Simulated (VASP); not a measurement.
# BN in VASP: reference runs

How does BN come out in PBE? The cell is run as given.

All numbers are computed with VASP 6.6.1; they aren't measurements. Logs are shortened: lines on timing, memory, paths and dates and some standing lists are left out, and cuts for length are marked.

### Step 1. The sheet as given

The cell holds a sheet with vacuum, 2 atoms: a = 2.512 Å, b = 2.512 Å, c = 23.902 Å, α = 90.00°, β = 90.00°, γ = 120.00°.

The cell was built by a generator and needn't be a form met in nature.

### Step 2. Single point, PBE

Input file INCAR:

```
PREC     = Accurate       # precision mode
ENCUT    = 520            # plane-wave cutoff, eV
EDIFF    = 1E-7           # SCF threshold, eV
ISMEAR   = -1             # smearing method
SIGMA    = 0.05           # smearing width, eV
LREAL    = False          # projectors in reciprocal space
LASPH    = True           # aspherical terms in the spheres
NELM     = 100            # most SCF steps
ALGO     = Normal         # electronic algorithm
ISIF     = 2              # what is computed and relaxed
LWAVE    = False          # write WAVECAR
LCHARG   = True           # write CHGCAR
LDIPOL   = True         
IDIPOL   = 3            
DIPOL    = 0.5 0.5 0.314
GGA      = PE             # functional
LELF     = True           # ELF
LVHAR    = True         
LVACPOTAV= True         
NBANDS   = 11             # bands
```

Input file KPOINTS:

```
Automatic mesh
0
Gamma
  12 12 1
```

Input file POSCAR:

```
BN
1.0
    2.5120600000     -0.0042300000      0.0000000000
   -1.2523700000      2.1776200000      0.0000000000
    0.0000000000      0.0000000000     23.9016000000
B N
1 1
Direct
    0.9940400000      0.9945700000      0.3137900000
    0.6607100000      0.3279100000      0.3137900000
```

Potentials or basis: VASP PAW PBE potentials, release 64 (B, N).

Command:

```
> cat potpaw_PBE.64/B/POTCAR potpaw_PBE.64/N/POTCAR > POTCAR
> mpirun -np 1 vasp_std > vasp.out
```

OUTCAR:

```text
PREC = Accurate
   ENCUT = 520
   EDIFF = 1E-7
   ISMEAR = -1
   LREAL = False
   LASPH = True
   NELM = 100
   ISIF = 2
   GGA = PE

 ion  position               nearest neighbor table
   1  0.994  0.995  0.314-   2 1.45   2 1.45   2 1.45
   2  0.661  0.328  0.314-   1 1.45   1 1.45   1 1.45

  LATTYP: Found a hexagonal cell.
 ALAT       =     2.5120635614
 C/A-ratio  =     9.5147274007

  Lattice vectors:

 A1 = (   2.5120600000,  -0.0042300000,   0.0000000000)
 A2 = (  -1.2523700000,   2.1776200000,   0.0000000000)
 A3 = (   0.0000000000,   0.0000000000,  23.9016000000)

Analysis of symmetry for initial positions (statically):
=====================================================================
 Subroutine PRICEL returns:
 Original cell was already a primitive cell.

 Routine SETGRP: Setting up the symmetry group for a
 hexagonal supercell.

 Subroutine GETGRP returns: Found  4 space group operations
 (whereof  1 operations were pure point group operations)
 out of a pool of 24 trial point group operations.

The static configuration has the point symmetry C_1 .
 The point group associated with its full space group is C_2v.

Analysis of symmetry for dynamics (positions and initial velocities):
=====================================================================
 Subroutine PRICEL returns:
 Original cell was already a primitive cell.

 Routine SETGRP: Setting up the symmetry group for a
 hexagonal supercell.

 Subroutine GETGRP returns: Found  4 space group operations
 (whereof  1 operations were pure point group operations)
 out of a pool of 24 trial point group operations.

The dynamic configuration has the point symmetry C_1 .
 The point group associated with its full space group is C_2v.

 Subroutine INISYM returns: Found  4 space group operations
 (whereof  1 operations are pure point group operations),
 and found     1 'primitive' translations

----------------------------------------------------------------------------------------

                                     Primitive cell

  volume of cell :     130.6226

  direct lattice vectors                    reciprocal lattice vectors
     2.512060000 -0.004230000  0.000000000     0.398465543  0.229161329  0.000000000
    -1.252370000  2.177620000  0.000000000     0.000774014  0.459662086  0.000000000
     0.000000000  0.000000000 23.901600000     0.000000000  0.000000000  0.041838203

  length of vectors
     2.512063561  2.512062794 23.901600000     0.459662598  0.459662738  0.041838203

  position of ions in fractional coordinates (direct lattice)
     0.994040000  0.994570000  0.313790000
     0.660710000  0.327910000  0.313790000

  ion indices of the primitive-cell ions
   primitive index   ion index
                 1           1
                 2           2

----------------------------------------------------------------------------------------

 KPOINTS: Automatic mesh

Automatic generation of k-mesh.
 Grid dimensions read from file:
 generate k-points for:   12   12    1

 Generating k-lattice:

  Cartesian coordinates                     Fractional coordinates (reciprocal lattice)
     0.033205462  0.019096777  0.000000000     0.083333333  0.000000000  0.000000000
     0.000064501  0.038305174  0.000000000    -0.000000000  0.083333333  0.000000000
     0.000000000  0.000000000  0.041838203     0.000000000  0.000000000  1.000000000

  Length of vectors
     0.038305216  0.038305228  0.041838203

  Shift w.r.t. Gamma in fractional coordinates (k-lattice)
     0.000000000  0.000000000  0.000000000

 Subroutine IBZKPT returns following result:
 ===========================================

 Found     43 irreducible k-points:

 Following reciprocal coordinates:
            Coordinates               Weight
  0.000000  0.000000  0.000000      1.000000
  0.083333 -0.000000  0.000000      4.000000
 -0.000000  0.083333  0.000000      2.000000
  0.166667  0.000000  0.000000      4.000000
 -0.000000  0.166667  0.000000      2.000000
  0.250000  0.000000  0.000000      4.000000
[... 16 lines left out ...]
 -0.083333  0.416667  0.000000      4.000000
 -0.416667  0.333333  0.000000      4.000000
 [... further k-points ...]
   k-points           NKPTS =     43   k-points in BZ     NKDIM =     43   number of bands    NBANDS=     11
   number of dos      NEDOS =    301   number of ions     NIONS =      2
   total plane-waves  NPLWV =  72000
   dimension x,y,z NGX =    20 NGY =   20 NGZ =  180
   dimension x,y,z NGXF=    40 NGYF=   40 NGZF=  360
   ions per type =               1   1
   NGX,Y,Z   is equivalent  to a cutoff of  13.24, 13.24, 12.52 a.u.
   NGXF,Y,Z  is equivalent  to a cutoff of  26.47, 26.47, 25.04 a.u.
 SYSTEM =  unknown system
   PREC   = accura    normal or accurate (medium, high low for compatibility)
   ISTART =      0    job   : 0-new  1-cont  2-samecut
   ICHARG =      2    charge: 1-file 2-atom 10-const
   ISPIN  =      1    spin polarized calculation?
   LNONCOLLINEAR =      F non collinear calculations
   LSORBIT =      F    spin-orbit coupling
   LASPH  =      T    aspherical Exc in radial PAW
   ENCUT  =  520.0 eV  38.22 Ry    6.18 a.u.   4.67  4.67 44.44*2*pi/ulx,y,z
   NELM   =    100;   NELMIN=  2; NELMDL= -5     # of ELM steps
   EDIFF  = 0.1E-06   stopping-criterion for ELM
   LREAL  =      F    real-space projection
   EDIFFG = 0.1E-05   stopping-criterion for IOM
   NSW    =      0    number of steps for IOM
   IBRION =     -1    ionic relax: 0-MD 1-quasi-New 2-CG
   NFREE  =      0    steps in history (QN), initial steepest desc. (CG)
   ISIF   =      2    stress and relaxation
   ISYM   =      2    0-nonsym 1-usesym 2-fastsym
   POTIM  = 0.5000    time-step for ionic-motion
   TEBEG  =    0.0;   TEEND  =   0.0 temperature during run
   PSTRESS=    0.0 pullay stress
   NELECT =       8.0000    total number of electrons
   NUPDOWN=      -1.0000    fix difference up-down
   EMIN   =  10.00;   EMAX   =-10.00  energy-range for DOS
   EFERMI =   0.00;   METHOD = LEGACY
   ISMEAR =    -1;   SIGMA  =   0.05  broadening in eV -4-tet -1-fermi 0-gaus
   EFERMI_NEDOS =   21; number of points for ismear=-14 and -15
   IALGO  =     38    algorithm
   IMIX   =      4    mixing-type and parameters
     AMIX     =   0.40;   BMIX     =  1.00
     AMIX_MAG =   1.60;   BMIX_MAG =  1.00
  volume/ion in A,a.u.               =      65.31       440.74
  Fermi-wavevector in a.u.,A,eV,Ry     =   0.645306  1.219451  5.665728  0.416419
  Thomas-Fermi vector in A             =   1.712918
   LORBIT       =      0    0 simple, 1 ext, 2 COOP (PROOUT), +10 PAW based schemes
   GGA     = PE    functional components
[... 5 lines left out ...]
 non-spin polarized calculation
  energy-cutoff  :      520.00
  volume of cell :      130.62
 maximum number of plane-waves:      3557
   NGX =  9   NGY =  9   NGZ = 89

 dipolmoment           0.000000      0.000000      0.000001 electrons x Angstroem

 number of electron       7.9999999 magnetization

 dipolmoment           0.000000      0.000000     -0.000000 electrons x Angstroem

 Free energy of the ion-electron system (eV)
  ---------------------------------------------------
  ext. energy  EPLUGINS =         0.00000000
  ---------------------------------------------------
  free energy    TOTEN  =       -17.60060909 eV

  energy without entropy =      -17.60060909  energy(sigma->0) =      -17.60060909

 E-fermi :  -3.6476     XC(G=0):  -1.7676

 val. band max:       -4.6958021938   @ k =   0.3333   0.3333   0.0000
 cond. band min:      -0.0333473449   @ k =   0.3333   0.3333   0.0000
 fundamental gap:      4.6624548488
 Fermi energy:        -3.6475645592

 k-point     1 :       0.0000    0.0000    0.0000
  band No.  band energies     occupation
      1     -22.3102      2.00000
      2      -9.8959      2.00000
      3      -6.0482      2.00000
      4      -6.0479      2.00000
      5      -0.0037      0.00000
      6       0.8929      0.00000
      7       1.2017      0.00000
      8       1.7710      0.00000
      9       2.0683      0.00000
     10       3.1737      0.00000
     11       3.5518      0.00000

 k-point     2 :       0.0833   -0.0000    0.0000
  band No.  band energies     occupation
      1     -22.1775      2.00000
      2      -9.7178      2.00000
      3      -6.6052      2.00000
      4      -6.3039      2.00000
      5       0.2254      0.00000
      6       1.1041      0.00000
      7       1.4228      0.00000
      8       1.9859      0.00000
      9       2.2911      0.00000
     10       3.3797      0.00000
     11       3.7762      0.00000

 k-point     3 :      -0.0000    0.0833    0.0000
  band No.  band energies     occupation
      1     -22.1775      2.00000
      2      -9.7178      2.00000
      3      -6.6054      2.00000
      4      -6.3037      2.00000
      5       0.2254      0.00000
      6       1.1041      0.00000
      7       1.4228      0.00000
      8       1.9859      0.00000
      9       2.2911      0.00000
     10       3.3797      0.00000
     11       3.7762      0.00000
[... 267 lines left out ...]
 k-point    23 :      -0.0833    0.4167    0.0000
  band No.  band energies     occupation
      1     -19.9004      2.00000
      2     -12.2834      2.00000
      3      -8.8848      2.00000
      4      -6.5761      2.00000
      5       1.5242      0.00000
      6       4.3274      0.00000
      7       5.5816      0.00000
      8       5.7957      0.00000
      9       6.1724      0.00000
     10       6.4256      0.00000
     11       6.8750      0.00000

 k-point    24 :      -0.4167    0.3333    0.0000
  band No.  band energies     occupation
      1     -19.9004      2.00000
      2     -12.2833      2.00000
      3      -8.8849      2.00000
      4      -6.5762      2.00000
      5       1.5243      0.00000
      6       4.3274      0.00000
      7       5.5815      0.00000
      8       5.7957      0.00000
      9       6.1724      0.00000
     10       6.4256      0.00000
     11       6.8750      0.00000

 [... further k-points ...]

------------------------ aborting loop because EDIFF is reached ----------------------------------------

 vacuum level on the upper side and lower side of the slab       (xc-potential included)        -0.115        -0.116

  FORCE on cell =-STRESS in cart. coord.  units (eV):
  Direction    XX          YY          ZZ          XY          YZ          ZX
  --------------------------------------------------------------------------------------
  -------------------------------------------------------------------------------------
  Total        0.0185402      0.0187777     -0.0184880      0.0000004      0.0000000      0.0000000
  in kB        0.2274086      0.2303211     -0.2267687      0.0000046      0.0000000      0.0000000
  external PRESSURE =       0.0769870 kB  Pullay stress =       0.0000000 kB

 VOLUME and BASIS-vectors are now :
 -----------------------------------------------------------------------------
  energy-cutoff  :      520.00
  volume of cell :      130.62
      direct lattice vectors                 reciprocal lattice vectors
     2.512060000 -0.004230000  0.000000000     0.398465543  0.229161329  0.000000000
    -1.252370000  2.177620000  0.000000000     0.000774014  0.459662086  0.000000000
     0.000000000  0.000000000 23.901600000     0.000000000  0.000000000  0.041838203

 POSITION                                       TOTAL-FORCE (eV/Angst)
 -----------------------------------------------------------------------------------
      1.25152      2.16159      7.50008         0.000001      0.000576      0.000000
      1.24908      0.71127      7.50008        -0.000001     -0.000576      0.000000
 -----------------------------------------------------------------------------------
    total drift:                                0.000091      0.000040      0.000005

  FREE ENERGIE OF THE ION-ELECTRON SYSTEM (eV)
  ---------------------------------------------------
  free  energy   TOTEN  =       -17.6006090943 eV

  energy  without entropy=      -17.6006090943  energy(sigma->0) =      -17.60060909

 vacuum level on the upper side and lower side of the slab         1.122         1.122
```

It took 1.9 min on 1 thread of Intel Xeon Platinum 8259CL at 2.50GHz (Skylake/Cascade Lake), shared host; peak memory 0.25 GiB.

What came out:

* Free energy: -17.6006 eV
* Band gap on the k mesh: 4.66 eV, direct
* Ionisation potential of the upper face: 5.82 eV
